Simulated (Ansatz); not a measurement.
# CaO (rocksalt): gap against strain (xy shear, engineering strain (angle))

Rocksalt CaO, relaxed with r2SCAN in the PAW code Ansatz, then strained (xy shear, engineering strain (angle); angles, axes as in the cell below) with the atoms relaxed again within the symmetry that is left. The symmetry is Fm-3m (No. 225, cubic); conventional cell a = 4.795 Å, 13.78 Å³ an atom. Ca is surrounded by 6 O at 2.40 Å; O is surrounded by 6 Ca at 2.40 Å. The values are computed, spin-unpolarised, and not measurements.

```yaml
crystal:
  lattice:
    - [0.00000, 2.39755, 2.39755]
    - [2.39755, 0.00000, 2.39755]
    - [2.39755, 2.39755, 0.00000]
  atoms:
    - { symbol: Ca, position: [0.00000, 0.00000, 0.00000] }
    - { symbol: O, position: [0.50000, 0.50000, 0.50000] }
```

Gaps are the least over each mesh (PBE 10×10×10, r2SCAN 10×10×10, HSE06 6×6×6 when unstrained) and the special points, which keep their unstrained names; stress is the change from the unstrained cell, compression positive.

```tsv
strain (%)	gap, PBE (eV)	gap, r2SCAN (eV)	gap, HSE06 (eV)	edges, HSE06	xy stress, r2SCAN (GPa)	energy rise, r2SCAN (meV/atom)
-2.0	3.617	4.161	5.275	Γ → X	+1.59	1.4
-1.61	3.624	4.169	5.283	Γ → X	+1.28	0.9
-0.5	3.645	4.190	5.304	Γ → X	+0.40	0.1
0.0	3.653	4.199	5.312	Γ → X	0.00	0.0
```

**Question.** Estimate the row for a strain of -4.88 %.

**Answer.**
```tsv
strain (%)	gap, PBE (eV)	gap, r2SCAN (eV)	gap, HSE06 (eV)	edges, HSE06	xy stress, r2SCAN (GPa)	energy rise, r2SCAN (meV/atom)
-4.88	3.552	4.095	5.209	Γ → X	+3.88	8.1
```

The meshes of the hybrids are coarse, so their gaps aren't converged to the digits shown.
